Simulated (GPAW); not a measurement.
# Ba (Im-3m) in GPAW: equation of state

How stiff is Ba in PBE, and what volume does it want? The cell is scaled to several volumes.

Everything below comes from runs of GPAW 26.7.0. Logs are shortened: lines on timing, memory, paths and dates and some standing lists are left out, and cuts for length are marked. The log counts tension as positive stress, the text compression.

## (1) Starting point

Symmetry: Im-3m, No. 229, cubic system. The conventional cell has a = 5.013 Å, b = 5.013 Å, c = 5.013 Å, α = 90.00°, β = 90.00°, γ = 90.00°. Ba (site symmetry m-3m) is surrounded by 8 Ba at 4.34 Å.

## (2) Equation of state, PBE

File run.py:

```python
from ase.eos import EquationOfState
from ase.io import Trajectory, read
from ase.units import GPa
from gpaw import GPAW, PW

atoms = read('Ba.xyz')

traj = Trajectory('eos.traj', 'w')
volumes, energies = [], []
for x in [0.94, 0.96, 0.98, 1.0, 1.02, 1.04, 1.06]:
    a = atoms.copy()
    a.set_cell(atoms.cell * x**(1 / 3), scale_atoms=True)
    calc = GPAW(mode=PW(600),
                xc='PBE',
                kpts={'size': (8, 8, 8), 'gamma': True},
                occupations={'name': 'fermi-dirac', 'width': 0.05},
                nbands=12,
                convergence={'density': 1e-05, 'energy': 1e-05},
                maxiter=150,
                txt=f'eos-{x:.2f}.txt')
    a.calc = calc
    energies.append(a.get_potential_energy(force_consistent=True))
    volumes.append(a.get_volume())
    p = -a.get_stress()[:3].mean() / GPa
    calc.write(f'eos-{x:.2f}.gpw')
    traj.write(a)
    print(f'{x:.2f} {volumes[-1]:10.4f} A^3 {energies[-1]:14.6f} eV {p:9.3f} GPa', flush=True)

v0, e0, B = EquationOfState(volumes, energies, eos='birchmurnaghan').fit()
print(f'V0 = {v0:.4f} A^3, E0 = {e0:.6f} eV, B0 = {B / GPa:.2f} GPa')
```

File Ba.xyz:

```xyz
1
Lattice="-2.5065000000 2.5065000000 2.5065000000 2.5065000000 -2.5065000000 2.5065000000 2.5065000000 2.5065000000 -2.5065000000" Properties=species:S:1:pos:R:3 pbc="T T T"
Ba     0.0000000000      0.0000000000      0.0000000000
```

Potentials or basis: GPAW PAW data sets (gpaw-data 1.2.1), pw.

Launch:

```bash
$ OMP_NUM_THREADS=1 python run.py
```

What it wrote:

```text
__  _  _
 | _ |_)|_||  |
 |__||  | ||/\| - 26.7.0

Input parameters:
  mode=PW(ecut=600.0),
  convergence={'density': 1e-05, 'energy': 1e-05},
  kpts=MonkhorstPack(size=(8, 8, 8), gamma=True),
  maxiter=150,
  nbands=12,
  occupations=Occupations(name='fermi-dirac', width=0.05),
  xc=XC(name='PBE')

Diagonalizing LCAO Hamiltonian
Converting LCAO to pw mode

       Ba

Atoms  # Å, Bohr magnetons
|   | symbol |        x |        y |        z |    initial magnetic moments |
|---|--------|----------|----------|----------|-----------------------------|
| 0 |     Ba | 0.000000 | 0.000000 | 0.000000 | ( 0.0000,  0.0000,  0.0000) |

Unit cell  # Å
| periodic |         x |         y |         z |  lengths |     angles |
|----------|-----------|-----------|-----------|----------|------------|
|      yes | -2.472624 |  2.472624 |  2.472624 | 4.282711 | 109.471221 |
|      yes |  2.472624 | -2.472624 |  2.472624 | 4.282711 | 109.471221 |
|      yes |  2.472624 |  2.472624 | -2.472624 | 4.282711 | 109.471221 |

Number of symmetries: 48
Symmetry operations  # r_c * U_cc + t_c -> r_c
|    | kind |            matrix            |
|----|------|------------------------------|
|  0 |  σ   |  1, 1, 1,  0, 0,-1,  0,-1, 0 |
|  1 |  C4  |  1, 1, 1,  0, 0,-1, -1, 0, 0 |
|  2 |  C2  |  1, 1, 1,  0,-1, 0,  0, 0,-1 |
|  3 |  S6  |  1, 1, 1,  0,-1, 0, -1, 0, 0 |
|  4 |  S6  |  1, 1, 1, -1, 0, 0,  0, 0,-1 |
|  5 |  C4  |  1, 1, 1, -1, 0, 0,  0,-1, 0 |
|  6 |  E   |  1, 0, 0,  0, 1, 0,  0, 0, 1 |
|  7 |  σ   |  1, 0, 0,  0, 1, 0, -1,-1,-1 |
|  8 |  σ   |  1, 0, 0,  0, 0, 1,  0, 1, 0 |
|  9 |  C3  |  1, 0, 0,  0, 0, 1, -1,-1,-1 |
| 10 |  C3  |  1, 0, 0, -1,-1,-1,  0, 1, 0 |
| 11 |  σ   |  1, 0, 0, -1,-1,-1,  0, 0, 1 |
| 12 |  σ   |  0, 1, 0,  1, 0, 0,  0, 0, 1 |
| 13 |  C2  |  0, 1, 0,  1, 0, 0, -1,-1,-1 |
| 14 |  C3  |  0, 1, 0,  0, 0, 1,  1, 0, 0 |
| 15 |  S4  |  0, 1, 0,  0, 0, 1, -1,-1,-1 |
| 16 |  S4  |  0, 1, 0, -1,-1,-1,  1, 0, 0 |
| 17 |  C3  |  0, 1, 0, -1,-1,-1,  0, 0, 1 |
| 18 |  C3  |  0, 0, 1,  1, 0, 0,  0, 1, 0 |
| 19 |  S4  |  0, 0, 1,  1, 0, 0, -1,-1,-1 |
| 20 |  σ   |  0, 0, 1,  0, 1, 0,  1, 0, 0 |
| 21 |  C3  |  0, 0, 1,  0, 1, 0, -1,-1,-1 |
| 22 |  C2  |  0, 0, 1, -1,-1,-1,  1, 0, 0 |
| 23 |  S4  |  0, 0, 1, -1,-1,-1,  0, 1, 0 |
| 24 |  C4  |  0, 0,-1,  1, 1, 1,  0,-1, 0 |
| 25 |  σ   |  0, 0,-1,  1, 1, 1, -1, 0, 0 |
| 26 |  S6  |  0, 0,-1,  0,-1, 0,  1, 1, 1 |
| 27 |  C2  |  0, 0,-1,  0,-1, 0, -1, 0, 0 |
| 28 |  C4  |  0, 0,-1, -1, 0, 0,  1, 1, 1 |
| 29 |  S6  |  0, 0,-1, -1, 0, 0,  0,-1, 0 |
| 30 |  S6  |  0,-1, 0,  1, 1, 1,  0, 0,-1 |
| 31 |  C4  |  0,-1, 0,  1, 1, 1, -1, 0, 0 |
| 32 |  C4  |  0,-1, 0,  0, 0,-1,  1, 1, 1 |
| 33 |  S6  |  0,-1, 0,  0, 0,-1, -1, 0, 0 |
| 34 |  σ   |  0,-1, 0, -1, 0, 0,  1, 1, 1 |
| 35 |  C2  |  0,-1, 0, -1, 0, 0,  0, 0,-1 |
| 36 |  C2  | -1, 0, 0,  1, 1, 1,  0, 0,-1 |
| 37 |  S6  | -1, 0, 0,  1, 1, 1,  0,-1, 0 |
| 38 |  S6  | -1, 0, 0,  0, 0,-1,  1, 1, 1 |
| 39 |  C2  | -1, 0, 0,  0, 0,-1,  0,-1, 0 |
| 40 |  C2  | -1, 0, 0,  0,-1, 0,  1, 1, 1 |
| 41 |  i   | -1, 0, 0,  0,-1, 0,  0, 0,-1 |
| 42 |  S4  | -1,-1,-1,  1, 0, 0,  0, 1, 0 |
| 43 |  C3  | -1,-1,-1,  1, 0, 0,  0, 0, 1 |
| 44 |  C3  | -1,-1,-1,  0, 1, 0,  1, 0, 0 |
| 45 |  σ   | -1,-1,-1,  0, 1, 0,  0, 0, 1 |
| 46 |  S4  | -1,-1,-1,  0, 0, 1,  1, 0, 0 |
| 47 |  C2  | -1,-1,-1,  0, 0, 1,  0, 1, 0 |

BZ-sampling:
  Number of BZ points: 512
  Number of IBZ points: 29

  Monkhorst-Pack size: [8, 8, 8]
  Monkhorst-Pack shift: [0.0625, 0.0625, 0.0625]

K-points  # in reciprocal-cell coordinates
|     |                                coordinates |     weight |
|-----|--------------------------------------------|------------|
|   0 | (  0.00000000,   0.00000000,   0.00000000) | 0.00195312 |
|   1 | (  0.12500000,   0.00000000,   0.00000000) | 0.02343750 |
|   2 | (  0.12500000,   0.12500000,  -0.12500000) | 0.01171875 |
|   3 | (  0.25000000,   0.00000000,  -0.12500000) | 0.04687500 |
|   4 | (  0.25000000,   0.00000000,   0.00000000) | 0.02343750 |
|   5 | (  0.25000000,   0.12500000,  -0.12500000) | 0.04687500 |
|   6 | (  0.25000000,   0.25000000,  -0.25000000) | 0.01171875 |
|   7 | (  0.25000000,   0.25000000,   0.25000000) | 0.00390625 |
|   8 | (  0.37500000,  -0.12500000,  -0.12500000) | 0.01562500 |
|   9 | (  0.37500000,   0.00000000,  -0.12500000) | 0.09375000 |
| ... |                                            |            |
|  28 | (  0.50000000,   0.50000000,   0.50000000) | 0.00195312 |

Plane wave coefficients: 2038
Cutoff: 600.0 eV

Spin-components: 1 (collinear spins)
Bands:           12
Projectors:      6
Spin-degeneracy: 2
Datatype:        complex128

Density:
  Valence electrons: 10.0
  Components: 1
  Grid points: [25 25 25]
  Charge: 0.0  # |e|

Potential:
  Grid points: [25 25 25]

species:
  Ba:
    name:    Barium
    Z:       56.0
    valence: 10
    core:    46
    charge:  0.0  # [|e|]
    compensation charges:
      type: gauss
      rc: 0.37  # [Å]
      lmax: 2
    cutoffs:
      filter: 2.06  # [Å]
      core: 2.33  # [Å]
    projectors
    | kind |    occ | energy [eV] | rcut [Å] |
    |------|--------|-------------|----------|
    |   5s |  2.000 |     -33.644 |    1.164 |
    |   6s |  2.000 |      -3.229 |    1.164 |
    |   5p |  6.000 |     -18.744 |    1.164 |
    |    p |        |       0.000 |    1.164 |
    |    d |        |       0.000 |    1.164 |
    |    d |        |      27.211 |    1.164 |

    Using partial waves for Ba as LCAO basis

Reference energy: -221277.842511  # eV

eigensolver:
  PPCG
  Converge bands: occupied
  niter=2

density mixing:
  MSR1-Mixer
  Pratt-step length: 0.05
  Maximum mixing coefficient: 0.75
  Old densities: 10
  SVD Regularization: 0.005
  Good broyden scale: 1.0
  Trust region scale: 1.0
  Backstep threshold: 4.0
  History deletion threshold: 6.0
  Fourier metric: weight=20.0, sigma=0.015

occupation numbers:
  Fermi-Dirac:
    width: 0.0500  # eV

poisson solver:
  ecut: 4800.0  # eV

xc functional:
[... 9 lines left out ...]
|iter     | |      energy | eigst |  dens |
|---------|-|-------------|-------|-------|
|iter:   1| |   -1.802685 | +0.18 |       |
|iter:   2| |   -2.028953 | -0.92 | -1.24 |
|iter:   3| |   -1.854383 | -1.65 | -1.27 |
|iter:   4| |   -1.864709 | -3.58 | -1.43 |
|iter:   5| |   -1.873201 | -3.75 | -1.62 |
|iter:   6| |   -1.873201 | -6.17 | -3.06 |
|iter:   7| |   -1.873202c| -7.20 | -3.44 |
|iter:   8| |   -1.873202c| -8.23c| -4.59 |
|iter:   9| |   -1.873202c| -8.56c| -5.13c|

Converged in 9 steps
Energy contributions relative to reference atoms: (reference = -221277.842511)

Energy contributions:
  Kinetic:           0.894869
  Coulomb:           1.209887
  Zero:             -0.040638
  External:          0.000000
  Xc:               -3.933613
  Entropy:          -0.007415
  Spinorbit:         0.000000
  ----------------------------
  Free energy:      -1.876909
  Extrapolated:     -1.873202

dipole moment: (-14.990840, -14.990840, -14.990840)  # |e|*Ang

Fermi level: 5.276
Eigenvalues  # (at kpt = [0.000, 0.000, 0.000])
| band index |      eig [eV] | occ [0-2] |
|------------|---------------|-----------|
|          0 |       -23.484 |     2.000 |
|          1 |        -8.443 |     2.000 |
|          2 |        -8.443 |     2.000 |
|          3 |        -8.443 |     2.000 |
|          4 |         2.544 |     2.000 |
|          5 |         7.184 |     0.000 |
|          6 |         7.184 |     0.000 |
|          7 |         7.184 |     0.000 |
|          8 |         8.639 |     0.000 |
|          9 |         8.639 |     0.000 |
|         10 |        12.199 |     0.000 |
|         11 |        12.199 |     0.000 |

No gap
No difference between direct/indirect transitions

Stress tensor  # eV/Ang^3
|         x |         y |         z |
|-----------|-----------|-----------|
| -0.002717 | -0.000000 |  0.000000 |
| -0.000000 | -0.002717 | -0.000000 |
|  0.000000 | -0.000000 | -0.002717 |

# Writing to eos-0.96.gpw (mode='')
```

stdout:

```text
0.94    59.2094 A^3      -1.872576 eV     0.662 GPa
0.96    60.4692 A^3      -1.876909 eV     0.435 GPa
0.98    61.7290 A^3      -1.879533 eV     0.227 GPa
1.00    62.9888 A^3      -1.880582 eV     0.035 GPa
1.02    64.2485 A^3      -1.880187 eV    -0.141 GPa
1.04    65.5083 A^3      -1.878466 eV    -0.302 GPa
1.06    66.7681 A^3      -1.875378 eV    -0.450 GPa
V0 = 63.2650 A^3, E0 = -1.880633 eV, B0 = 9.22 GPa
```

eos-0.94.txt:

```text
SCF iterations
|iter     | |      energy | eigst |  dens |
|---------|-|-------------|-------|-------|
|iter:   1| |   -1.780022 | +0.19 |       |
|iter:   2| |   -2.022383 | -0.92 | -1.24 |
|iter:   3| |   -1.843197 | -1.63 | -1.27 |
|iter:   4| |   -1.857748 | -3.59 | -1.38 |
|iter:   5| |   -1.868961 | -3.68 | -1.57 |
[... 34 lines left out ...]
|          8 |         8.839 |     0.000 |
|          9 |         8.839 |     0.000 |
|         10 |        12.403 |     0.000 |
|         11 |        12.403 |     0.000 |

No gap
No difference between direct/indirect transitions

Stress tensor  # eV/Ang^3
|         x |         y |         z |
|-----------|-----------|-----------|
| -0.004131 | -0.000000 |  0.000000 |
| -0.000000 | -0.004131 | -0.000000 |
|  0.000000 | -0.000000 | -0.004131 |

# Writing to eos-0.94.gpw (mode='')
```

Run time: 66 s. Hardware: 1 thread of Arm Neoverse V2, shared host; peak memory 0.27 GiB.

What came out:

| Quantity | Value |
| --- | --- |
| Equilibrium volume | 63.26 Å³/atom (rough: see the caveat) |
| Bulk modulus | 9.2 GPa (rough) |

Energy against volume, from the lowest point:
```csv
volume (Å³/atom),energy (meV/atom)
59.209,8.01
60.469,3.67
61.729,1.05
62.989,0.00
64.249,0.40
65.508,2.12
66.768,5.20
```

Caveat: the fit is doubtful: noisy points or a state that changes with volume. Spin-orbit coupling is left out, which matters for the levels of Ba.
